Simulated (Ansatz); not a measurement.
# Nb (Im-3m) in Ansatz: settings compared

Aim: see how the results for Nb move with the level of theory and the settings. Levels: PBEsol, PBEsol+D3(BJ). Tasks: band structure, elastic constants.

Everything below comes from runs of Ansatz 0.2.0. Logs are shortened: lines on timing, memory, paths and dates and some standing lists are left out, and cuts for length are marked.

### Step 1. Starting point

Symmetry: Im-3m, No. 229, cubic system. The conventional cell has a = 3.328 Å, b = 3.328 Å, c = 3.328 Å, α = 90.00°, β = 90.00°, γ = 90.00°. Around Nb (site symmetry m-3m) lie 8 Nb at 2.88 Å.

### Step 2. Band structure, PBEsol

File input.yaml:

```yaml
crystal:
  lattice:
    - [-1.66395, 1.66395, 1.66395]
    - [1.66395, -1.66395, 1.66395]
    - [1.66395, 1.66395, -1.66395]
  atoms:
    - { symbol: Nb, position: [0.0, 0.0, 0.0] }
hamiltonian:
  xc: pbesol
  pseudopotentials: { kind: paw }
kpoints:
  mp_grid: { grid: [11, 11, 11] }
  band_path:
    path:
      - [[0.0, 0.0, 0.0], [0.5, -0.5, 0.5], [0.0, 0.0, 0.5], [0.0, 0.0, 0.0], [0.25, 0.25, 0.25], [0.5, -0.5, 0.5]]
      - [[0.25, 0.25, 0.25], [0.0, 0.0, 0.5]]
    npoints: 14
scf:
  occupations: { method: fermi_dirac, width: 0.05 }
  n_extra_bands: 6
output:
  forces: true
  stress: true
  eigenvalues: true
  fatbands: false
  write_density: true
  write_potential: true
  elf: true
  volumetric_format: npy
```

Potentials or basis: Ansatz PAW.

Run with:

```bash
> ansatz run input.yaml --threads 2 --pin off --max-ram 5632MiB --backend cpu --events-out ev --progress --plain --runs-dir out
```

Standard output:

```text
Warning: RAYON_NUM_THREADS=2 ignored (pool sized by the plan → 2); use --threads N
scf.n_extra_bands = 6 over 7 filled bands (N_el = 13.0): the run solves 13 bands
Engine: ansatz 0.2.0, x86_64-unknown-linux-gnu
Pseudopotentials: kind: paw
Pseudopotential: Nb, paw, valence charge 13, recommended cutoff 420 eV (normal), Nb.paw.azcp
Functional definition: PBEsol
  exchange = pbesol_x
  correlation = pbesol_c
Crystal: 1 atoms, lattice volume = 18.428 Å³
Basis set: ecut = 420 eV, 369 PW (Γ), exchange–correlation on 40×40×40 points (8 copies of the dense FFT grid, shifted against one another)
Bands: 13, of which v1, the nominal top of the filled ones, is band 7 counted from 1 (6 counted from 0)
Symmetry: 48 space group operations
Space group: Im-3m (ITA 229), of the structure as read, at distance tolerance 2.6e-5 Å
k-points: 56 of 1331
Non-local potential: Nb, projectors of the file, l = 0: 3, l = 1: 2, l = 2: 2, l = 3: 1
PAW form: soft (Blöchl's): semilocal exchange-correlation on the pseudo side does not see the compensation charge
PAW frozen core: Nb, regenerated for the run's functional, and the local potential with it (the file was generated under x = pbe(κ = 0.804, μ = 0.2195149727645171), c = pbe(β = 0.06672455060314922))
PAW one-centre angular grid: Nb, 590 points (default); XC on 64 Gauss nodes
Initial density: superposition of atomic densities (neutral atoms: chi_scale 0, normalization atom), corrected by the library's trained network
Initial wavefunctions: pseudopotential atomic-orbital guess
Functional: x = pbesol(κ = 0.804, μ = 0.12345679012345678), c = pbesol(β = 0.046)
SCF iter   1: F=—  HF=-4495.430334 eV  |F-HF|=—  |Δ(HF+E_count)|=         —  Δρ=5.88e-3  dr2=6.00e-3  ethr=1.77e-3  ⟨swp⟩=5.3  Hψ=4127  notcnv=0  defer=2
preconditioner: auto → none  [metal: Δε(μ)=0.021 eV  Ē_g=10.395 eV  σ=0.050 eV  W_gap=0.10  n_scr=0 (ndim 8)  ℏωp=19.3 eV  f_vac=0.000  D(μ)=1.71/eV (n_scr^D=18)]
SCF iter   2: F=—  HF=-4495.428191 eV  |F-HF|=—  |Δ(HF+E_count)|=   2.14e-3  Δρ=1.90e-3  dr2=2.40e-4  ethr=4.62e-5  ⟨swp⟩=2.8  Hψ=1645  notcnv=0  defer=54
SCF iter   3: F=—  HF=-4495.428143 eV  |F-HF|=—  |Δ(HF+E_count)|=   4.86e-5  Δρ=6.92e-4  dr2=3.04e-5  ethr=1.85e-6  ⟨swp⟩=1.0  Hψ=648  notcnv=0  defer=54
SCF iter   4: F=—  HF=-4495.428138 eV  |F-HF|=—  |Δ(HF+E_count)|=   4.68e-6  Δρ=2.90e-5  dr2=5.34e-8  ethr=2.34e-7  ⟨swp⟩=1.4  Hψ=775  notcnv=0  defer=54
iter 5 did not close the SCF: its close was put off for the readings that it lacked (scf_convergence_deferred on its scf_iter line)
SCF iter   5: F=-4495.428138 eV  HF=-4495.428138 eV  |F-HF|=7.53e-10  |Δ(HF+E_count)|=   1.01e-7  Δρ=3.66e-6  dr2=1.20e-9  ethr=4.11e-10  ⟨swp⟩=2.1  Hψ=913  notcnv=0  defer=54
SCF iter   6: F=-4495.428138 eV  HF=-4495.428138 eV  |F-HF|=0.00e0  |Δ(HF+E_count)|=  3.54e-10  Δρ=1.29e-7  dr2=9.23e-13  ethr=9.20e-12  ⟨swp⟩=7.1  Hψ=3627  notcnv=0
SCF 1 converged in 6 iterations: F = -4495.428138 eV  dr2 = 9.23e-13
NSCF: frozen V_eff on 86 k-points
SCF converged after 6 iterations
Free energy (F): -4495.428138 eV
Harris-Foulkes:  -4495.428138 eV  (|F-HF|=0.00e0)
Internal energy: -4495.413485 eV  (E = F + TS)
E sigma→0 (E₀):  -4495.420812 eV
Entropy (-TS):   -0.014653 eV (-14.653 meV/atom)
Fermi energy:    17.133268 eV
--- Per-component energies (eV) ---
  E_band       = -74.845842
  E_kinetic    = 393.986720
  E_local      = -707.828322  (includes V_loc(G=0)·N_el)
  E_nonlocal   = 121.497122
  E_hartree    = 219.160358
  E_xc         = -174.115594
  E_vxc        = -212.017878  (∫ρ·V_xc dr)
  E_paw        = -3017.700529  (= ΣΔE_a)
  E_vpaw       = -108.804192  (= ΣTr[D̂ρ^β])
  E_aug_tail   = 0.000006  (compensation charges beyond the density's cutoff)
  E_ewald      = -1330.601953
  E_core_change = 0.188709  (= ΣΔE_core)
  E_smearing   = -0.014653  (= −TS)
  E_closure    = 0.000000  (closes the sum)
  Σ components = -4495.428138   (vs F -4495.428138, Δ=0.00e0)
--- Forces (eV/Å), atoms counted from 1 ---
  atom   1  Nb     0.00000000    -0.00000000     0.00000000
  max |Σ_I F_I| component: 1.16e-32 eV/Å
--- Stress (GPa, compression-positive) ---
       -7.790831      -0.000000       0.000000
       -0.000000      -7.790831      -0.000000
        0.000000      -0.000000      -7.790831
  P = ⅓ Tr σ = -7.7908 GPa (-77.908 kbar)
--- Band table (eV; the first three rows and the last of 56) ---
  k-point 0: bands = ["-37.1124", "-12.4894", "-12.4894", "-12.4894", "11.2763", "17.5372", "17.5372", "17.5372", "20.3699", "20.3699", "31.2351", "31.2351", "31.2351"]
  k-point 1: bands = ["-37.0947", "-12.5980", "-12.5226", "-12.4903", "11.6046", "17.3387", "17.4820", "17.8542", "20.0906", "20.3733", "31.4884", "31.8016", "31.9346"]
  k-point 2: bands = ["-37.0471", "-12.8821", "-12.6106", "-12.4926", "12.4648", "16.8538", "17.2284", "18.7728", "19.7868", "20.4196", "31.7918", "33.0749", "33.3747"]
  k-point 55: bands = ["-36.7327", "-13.3661", "-13.3461", "-13.3461", "13.6532", "13.7041", "22.0509", "22.0509", "22.4914", "25.5803", "26.7965", "26.7965", "35.6019"]
```

Wall time 1 s (2 threads of Intel Xeon at 2.70GHz, shared host); peak memory 0.3 GiB.

What came out:

- Free energy: -4495.4281 eV
- Pressure: -7.8 GPa
- Band gap on the k mesh: none (metal or under the smearing width)

Levels at the corners of the path, in eV from the Fermi level:
| point | band 4 | band 5 | band 6 | band 7 | band 8 | band 9 |
| --- | --- | --- | --- | --- | --- | --- |
| Γ | -29.62 | -5.86 | 0.40 | 0.40 | 0.40 | 3.24 |
| H | -30.50 | -3.57 | -3.57 | 5.51 | 5.51 | 5.51 |
| N | -29.63 | -3.60 | -1.56 | 2.22 | 3.26 | 3.92 |
| Γ | -29.62 | -5.86 | 0.40 | 0.40 | 0.40 | 3.24 |
| P | -30.27 | -1.04 | -1.04 | -1.04 | 4.05 | 4.05 |
| H | -30.50 | -3.57 | -3.57 | 5.51 | 5.51 | 5.51 |
| P | -30.27 | -1.04 | -1.04 | -1.04 | 4.05 | 4.05 |
| N | -29.63 | -3.60 | -1.56 | 2.22 | 3.26 | 3.92 |

Caveat: the PAW data sets come from PBE, with cores solved anew for the run's functional, which leaves a small shift of forces and pressure.

### Step 3. Elastic constants, PBEsol

File input.yaml:

```yaml
crystal:
  lattice:
    - [-1.66395, 1.66395, 1.66395]
    - [1.66395, -1.66395, 1.66395]
    - [1.66395, 1.66395, -1.66395]
  atoms:
    - { symbol: Nb, position: [0.0, 0.0, 0.0] }
hamiltonian:
  xc: pbesol
  pseudopotentials: { kind: paw }
kpoints:
  mp_grid: { grid: [8, 8, 8] }
scf:
  occupations: { method: fermi_dirac, width: 0.05 }
output:
  forces: true
  stress: true
elastic:
  mode: relaxed_ion
  stencil: two_point
```

Potentials or basis: Ansatz PAW.

Run with:

```bash
> ansatz run input.yaml --threads 2 --pin off --max-ram 5632MiB --backend cpu --events-out ev --progress --plain --runs-dir out
```

Wall time 3.2 s (2 threads of Intel Xeon at 2.70GHz, shared host); peak memory 0.32 GiB.

Results (log left out):

```
Free energy                     : -4495.4604 eV
Pressure                        : -8.1 GPa
Band gap on the k mesh          : none (metal or under the smearing width)
Elastic constants C11, C12, C44 : 245, 113, 43 GPa
Voigt bulk modulus              : 157 GPa
```

Levels at points of the mesh, in eV from the Fermi level:
| k point | band 3 | band 4 | band 5 | band 6 | band 7 | band 8 | band 9 | band 10 |
| --- | --- | --- | --- | --- | --- | --- | --- | --- |
| (0.00, 0.00, 0.00) | -29.55 | -29.55 | -5.77 | 0.48 | 0.48 | 0.48 | 3.32 | 3.32 |
| (0.00, 0.00, -0.50) | -29.95 | -29.56 | -3.52 | -1.49 | 2.30 | 3.33 | 4.00 | 6.33 |
| (-0.50, -0.50, -0.50) | -30.43 | -30.43 | -3.49 | -3.49 | 5.59 | 5.59 | 5.59 | 8.97 |

Elastic tensor in Voigt notation (GPa, in the Cartesian axes of the cell as first typed):
```
245 113 113   0   0   0
113 245 113   0   0   0
113 113 245   0   0   0
  0   0   0  43   0   0
  0   0   0   0  43   0
  0   0   0   0   0  43
```

Caveat: the cell is more than 3 GPa from zero pressure, which shifts response properties; elastic constants of metals need much finer meshes, so these are rough; the PAW data sets come from PBE, with cores solved anew for the run's functional, which leaves a small shift of forces and pressure.

### Step 4. Band structure, PBEsol+D3(BJ), non-collinear spin, ferromagnetic start

File input.yaml:

```yaml
crystal:
  lattice:
    - [-1.66395, 1.66395, 1.66395]
    - [1.66395, -1.66395, 1.66395]
    - [1.66395, 1.66395, -1.66395]
  atoms:
    - { symbol: Nb, position: [0.0, 0.0, 0.0], spin: 0.501, spin_axis: [0.289, 0.289, 0.289] }
hamiltonian:
  xc: pbesol
  pseudopotentials: { kind: paw }
  dispersion: d3bj
magnetization:
  noncollinear: true
  spin_orbit: false
kpoints:
  mp_grid: { grid: [8, 8, 8] }
  band_path:
    path:
      - [[0.0, 0.0, 0.0], [0.5, -0.5, 0.5], [0.0, 0.0, 0.5], [0.0, 0.0, 0.0], [0.25, 0.25, 0.25], [0.5, -0.5, 0.5]]
      - [[0.25, 0.25, 0.25], [0.0, 0.0, 0.5]]
    npoints: 14
scf:
  occupations: { method: gaussian, width: 0.01 }
  n_extra_bands: 6
output:
  forces: true
  stress: true
  eigenvalues: true
  fatbands: false
```

Potentials or basis: Ansatz PAW.

Run with:

```bash
> ansatz run input.yaml --threads 2 --pin off --max-ram 5632MiB --backend cpu --events-out ev --progress --plain --runs-dir out
```

Standard output:

```text
Warning: RAYON_NUM_THREADS=2 ignored (pool sized by the plan → 2); use --threads N
scf.n_extra_bands = 6 over 13 filled bands (N_el = 13.0): the run solves 19 bands
Engine: ansatz 0.2.0, x86_64-unknown-linux-gnu
Pseudopotentials: kind: paw
Pseudopotential: Nb, paw, valence charge 13, recommended cutoff 420 eV (normal), Nb.paw.azcp
Functional definition: PBEsol
  exchange = pbesol_x
  correlation = pbesol_c
this run first makes a single point of its starting geometry on two collinear spin channels, or without spin where it has no moments, for its own SCFs to start from. `scf.lower_state_search: off` leaves that single point out
Crystal: 1 atoms, lattice volume = 18.428 Å³
Basis set: ecut = 420 eV, 369 PW (Γ), exchange–correlation on 40×40×40 points (8 copies of the dense FFT grid, shifted against one another)
Bands: 11, of which v1, the nominal top of the filled ones, is band 7 counted from 1 (6 counted from 0)
Symmetry: 48 space group operations
Space group: Im-3m (ITA 229), of the structure as read, at distance tolerance 2.6e-5 Å
Magnetic group: BNS 229.140 (UNI 1642), of the structure as read, at distance tolerance 2.6e-5 Å
k-points: 29 of 512
Non-local potential: Nb, projectors of the file, l = 0: 3, l = 1: 2, l = 2: 2, l = 3: 1
PAW form: soft (Blöchl's): semilocal exchange-correlation on the pseudo side does not see the compensation charge
PAW frozen core: Nb, regenerated for the run's functional, and the local potential with it (the file was generated under x = pbe(κ = 0.804, μ = 0.2195149727645171), c = pbe(β = 0.06672455060314922))
PAW one-centre angular grid: Nb, 590 points (default); XC on 64 Gauss nodes
Initial density: superposition of atomic densities (chi_scale 0.1, normalization cell)
Starting moments: Σ|m| = 0.501 μB on 1 of 1 site
Initial wavefunctions: pseudopotential atomic-orbital guess
Functional: x = pbesol(κ = 0.804, μ = 0.12345679012345678), c = pbesol(β = 0.046)
SCF iter   1: F=—  HF=-4496.724050 eV  |F-HF|=—  |Δ(HF+E_count)|=         —  Δρ=4.92e-2 (↑4.92e-2 ↓3.23e-2)  dr2=1.28e0  dr2_m=3.66e-2  M=0.074 μB ∫|m|=0.074 μB  β_m=0.30  ethr=3.10e-3  ⟨swp⟩=5.2  Hψ=3616  notcnv=0
Mixer restart at iter 1: flushing history
preconditioner: auto → none  [insulator: Δε(μ)=0.112 eV  Ē_g=7.767 eV  σ=0.010 eV  W_gap=0.92  n_scr=0 (ndim 8)  ℏωp=19.3 eV  f_vac=0.000  D(μ)=1.02/eV (n_scr^D=12)  ε∞_Penn≈7.2]
SCF iter   2: F=—  HF=-4496.315562 eV  |F-HF|=—  |Δ(HF+E_count)|=   4.08e-1  Δρ=2.84e-2 (↑2.84e-2 ↓1.85e-2)  dr2=3.35e-1  dr2_m=1.74e-2  M=0.074 μB ∫|m|=0.074 μB  β_m=0.45  ethr=3.10e-3  ⟨swp⟩=2.9  Hψ=1615  notcnv=0  defer=34
SCF iter   3: F=—  HF=-4496.191531 eV  |F-HF|=—  |Δ(HF+E_count)|=   1.24e-1  Δρ=7.82e-3 (↑7.82e-3 ↓7.37e-3)  dr2=9.92e-3  dr2_m=3.58e-3  M=0.027 μB ∫|m|=0.028 μB  β_m=0.68  ethr=2.57e-3  ⟨swp⟩=2.8  Hψ=1165  notcnv=0  defer=34
[... 20 lines left out ...]
SCF 2 converged in 2 iterations: F = -4496.189644 eV  dr2 = 1.29e-12
NSCF: frozen V_eff on 86 k-points
SCF converged after 2 iterations
Stability not checked: this state was not tested for a lower state beside it, because this non-collinear magnet's GGA is evaluated by the locally collinear projection, under which the energy is not smooth in the magnetisation (locally_collinear_gga; see scf.lower_state_search)
Magnetization: |M| = 0.0273 μB,  M = (+0.0158, +0.0158, +0.0158) μB
Absolute magnetization: 0.0277 μB (∫|m|, with the PAW one-centre terms)
Moment direction: held on its axis by an average over the rotations of spin about it
  site 0: m = (+0.0124, +0.0124, +0.0124) μB, |m| = 0.0215 μB  (R = 1.19 Å)
Free energy (F): -4496.189644 eV
Harris-Foulkes:  -4496.189644 eV  (|F-HF|=9.09e-13)
Internal energy: -4496.189510 eV  (E = F + TS)
E sigma→0 (E₀):  -4496.189577 eV
Entropy (-TS):   -0.000134 eV (-0.134 meV/atom)
Fermi energy:    16.985710 eV
--- Per-component energies (eV) ---
  E_band       = -75.101972
  E_kinetic    = 393.876338
  E_local      = -707.462922  (includes V_loc(G=0)·N_el)
  E_nonlocal   = 121.396663
  E_hartree    = 218.931451
  E_xc         = -174.111207
  E_vxc        = -212.010148  (∫ρ·V_xc dr)
  E_paw        = -3017.671285  (= ΣΔE_a)
  E_vpaw       = -108.764801  (= ΣTr[D̂ρ^β])
  E_aug_tail   = 0.000006  (compensation charges beyond the density's cutoff)
  E_ewald      = -1330.601953
  E_disp       = -0.735309  (pairwise vdW)
  E_core_change = 0.188709  (= ΣΔE_core)
  E_smearing   = -0.000134  (= −TS)
  E_closure    = 0.000000  (closes the sum)
  Σ components = -4496.189644   (vs F -4496.189644, Δ=0.00e0)
--- Forces (eV/Å), atoms counted from 1 ---
  atom   1  Nb     0.00000000    -0.00000000     0.00000000
  max |Σ_I F_I| component: 2.48e-24 eV/Å
--- Stress (GPa, compression-positive) ---
      -14.425027      -0.000000       0.000000
       -0.000000     -14.425027      -0.000000
        0.000000      -0.000000     -14.425027
  P = ⅓ Tr σ = -14.4250 GPa (-144.250 kbar)
--- Band table (eV; the first three rows and the last of 29) ---
  k-point 0: bands = ["-37.1429", "-37.1297", "-12.5193", "-12.5193", "-12.5193", "-12.5047", "-12.5047", "-12.5047", "11.2696", "11.2831", "17.5091", "17.5091", "17.5091", "17.5355", "17.5355", "17.5355", "20.3554", "20.3554", "20.3624"]
  k-point 1: bands = ["-37.1103", "-37.0971", "-12.7182", "-12.7035", "-12.5803", "-12.5657", "-12.5208", "-12.5063", "11.8736", "11.8870", "17.1518", "17.1778", "17.3870", "17.4120", "18.1037", "18.1298", "19.9190", "19.9272", "20.3672"]
  k-point 2: bands = ["-37.0308", "-37.0177", "-13.1795", "-13.1645", "-12.7249", "-12.7101", "-12.5247", "-12.5102", "13.1819", "13.1962", "16.4076", "16.4328", "17.0519", "17.0701", "19.7668", "19.7921", "19.8500", "19.8632", "20.5041"]
  k-point 28: bands = ["-36.7570", "-36.7441", "-13.3938", "-13.3938", "-13.3938", "-13.3783", "-13.3783", "-13.3783", "13.5552", "13.5552", "13.5636", "13.5636", "22.6158", "22.6158", "22.6158", "22.6385", "22.6385", "22.6385", "26.0060"]
```

bands.tsv:

```text
[... 103 lines left out ...]
```

Run time: 3.5 s. Hardware: 2 threads of Intel Xeon at 2.70GHz, shared host; peak memory 0.33 GiB.

What came out:

```yaml
Free_energy: -4496.1896 eV
Pressure: -14.4 GPa
Band_gap_on_the_k_mesh: none (metal or under the smearing width)
Net_moment: 0.03 μB per cell
Absolute_moment: 0.03 μB per cell
```

Levels at the corners of the path, in eV from the Fermi level:
| point | band 10 | band 11 | band 12 | band 13 | band 14 | band 15 |
| --- | --- | --- | --- | --- | --- | --- |
| Γ | -5.70 | 0.52 | 0.52 | 0.52 | 0.55 | 0.55 |
| H | -3.43 | -3.42 | -3.42 | 5.63 | 5.63 | 5.63 |
| N | -3.45 | -1.44 | -1.42 | 2.36 | 2.37 | 3.38 |
| Γ | -5.70 | 0.52 | 0.52 | 0.52 | 0.55 | 0.55 |
| P | -0.91 | -0.91 | -0.89 | -0.89 | -0.89 | 4.18 |
| H | -3.43 | -3.42 | -3.42 | 5.63 | 5.63 | 5.63 |
| P | -0.91 | -0.91 | -0.89 | -0.89 | -0.89 | 4.18 |
| N | -3.45 | -1.44 | -1.42 | 2.36 | 2.37 | 3.38 |

Moments on the atoms (μB; x, y, z):
```
Nb  0.01 0.01 0.01
```

Caveat: pairwise dispersion overbinds metals, which lowers pressure and volume; the PAW data sets come from PBE, with cores solved anew for the run's functional, which leaves a small shift of forces and pressure; the starting moments weren't kept.

### Step 5. Summary

```tsv
task	level	spin	k mesh	smearing	points for each segment of the path	atoms under strain	gap on the mesh (eV)	pressure (GPa)
band structure	PBEsol	off	11 × 11 × 11	fermi-dirac 0.05 eV	14	-	none	-7.8
elastic constants	PBEsol	off	8 × 8 × 8	fermi-dirac 0.05 eV	-	relaxed	none	-8.1
band structure	PBEsol+D3(BJ)	non-collinear, ferromagnetic start	8 × 8 × 8	gaussian 0.01 eV	14	-	none	-14.4
```

Alike in all rows: potentials or basis Ansatz PAW; cell as given; cutoff (eV) 420.

Every run on the cell as given and a fine mesh finds a metal. The pressure there spans -14.4 GPa (PBEsol+D3(BJ)) to -7.8 GPa (PBEsol); a positive pressure means that this level wants a larger cell, a negative one a smaller.

Caveats: the PAW data sets come from PBE, with cores solved anew for the run's functional, which leaves a small shift of forces and pressure; the cell is more than 3 GPa from zero pressure, which shifts response properties (some runs); elastic constants of metals need much finer meshes, so these are rough (some runs); pairwise dispersion overbinds metals, which lowers pressure and volume (some runs); the starting moments weren't kept (some runs).

Absolute energies hang on the potentials; compare differences alone.
